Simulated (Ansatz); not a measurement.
# Ba: the cost of one run

Program: Ansatz 0.2.0. Level of theory: DFT PBE, scalar-relativistic, plane waves, PAW. These are calculated values, not measurements.

1 further run of the same task is left out (set aside as unsound or not needed).

## (1) Starting point

It takes space group Im-3m (No. 229, cubic). Conventional cell: a = 5.000 Å, b = 5.000 Å, c = 5.000 Å, α = 90.00°, β = 90.00°, γ = 90.00°. Ba (site symmetry m-3m) is surrounded by 8 Ba at 4.33 Å.

As a file:

```
CELL_PARAMETERS angstrom
-2.50000 2.50000 2.50000
2.50000 -2.50000 2.50000
2.50000 2.50000 -2.50000
ATOMIC_POSITIONS crystal
Ba 0.00000 0.00000 0.00000
```

The structure comes from the Crystallography Open Database.

## (2) A random distortion, cell strained

What differs from the listed cell: strain xx, yy, zz, yz, xz, xy = +3.6, +7.0, +1.4, -2.0, +2.6, +1.6 %.

Contents of input.yaml:

```yaml
crystal:
  lattice:
    - [-2.48405, 2.584325, 2.4193]
    - [2.61535, -2.686025, 2.6523]
    - [2.5643, 2.766275, -2.521]
  atoms:
    - { symbol: Ba, position: [0.0, 0.0, 0.0] }
basis:
  ecutwfc: 420
kpoints:
  mp_grid: { grid: [10, 10, 10] }
hamiltonian:
  xc: pbe
scf:
  occupations: { method: gaussian, width: 0.1 }
output:
  forces: true
  stress: true
  eigenvalues: true
```

Started as:

```sh
$ ansatz run input.yaml --threads 1 --pin off --max-ram 1331MiB --backend cpu --events-out ev --progress --plain --runs-dir out
```

What time and memory should one allow on 1 thread of an Arm CPU, shared host?

About 18 s, with a peak of 0.58 GiB.
